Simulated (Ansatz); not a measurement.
# PbSe: the cost of one run

Method: DFT PBEsol, scalar-relativistic, plane waves, PAW, in Ansatz 0.2.0.

That is the level of the relaxation; later steps name their own.

1 further run of the same task is left out (set aside as unsound or not needed).

## 1. Starting point

The structure is cubic, space group Fm-3m (No. 225). The conventional cell has a = 6.103 Å, b = 6.103 Å, c = 6.103 Å, α = 90.00°, β = 90.00°, γ = 90.00°. Pb (site symmetry m-3m) is surrounded by 6 Se at 3.05 Å. Se (site symmetry m-3m) is surrounded by 6 Pb at 3.05 Å.

Structure file:

```cif
data_structure
_symmetry_space_group_name_H-M 'Fm-3m'
_symmetry_Int_Tables_number 225
_cell_length_a 6.1030
_cell_length_b 6.1030
_cell_length_c 6.1030
_cell_angle_alpha 90.000
_cell_angle_beta 90.000
_cell_angle_gamma 90.000
_cell_volume 227.32
loop_
_atom_site_label
_atom_site_type_symbol
_atom_site_symmetry_multiplicity
_atom_site_Wyckoff_symbol
_atom_site_fract_x
_atom_site_fract_y
_atom_site_fract_z
_atom_site_occupancy
Pb1 Pb 4 a 0.00000 0.00000 0.00000 1
Se1 Se 4 b 0.50000 0.00000 0.00000 1
```

It goes back to an entry of the Materials Project.

This cell was relaxed beforehand with the same method: volume 28.42 Å³/atom, gap on the mesh 0.17 eV.

## 2. Band edges over the whole zone

input.yaml

```yaml
crystal:
  lattice:
    - [0.0, 3.0515241141, 3.0515241141]
    - [3.0515241141, 0.0, 3.0515241141]
    - [3.0515241141, 3.0515241141, 0.0]
  atoms:
    - { symbol: Pb, position: [0.0, 0.0, 0.0] }
    - { symbol: Se, position: [0.5, 0.5, 0.5] }
basis:
  ecutwfc: 420
kpoints:
  mp_grid: { grid: [10, 10, 10] }
  band_path: { path: [VBM, CBM], npoints: 2 }
hamiltonian:
  xc: pbesol
scf:
  occupations: { method: gaussian, width: 0.01 }
output:
  forces: true
  stress: true
  eigenvalues: true
```

Started as:

```
> ansatz run input.yaml --threads 1 --pin off --max-ram 2560MiB --backend cpu --events-out ev --progress --plain --runs-dir out
```

What time and memory should one allow on 1 thread of Intel Xeon 6975P-C (Granite Rapids), shared host?

About 2.7 s, with a peak of 0.4 GiB.
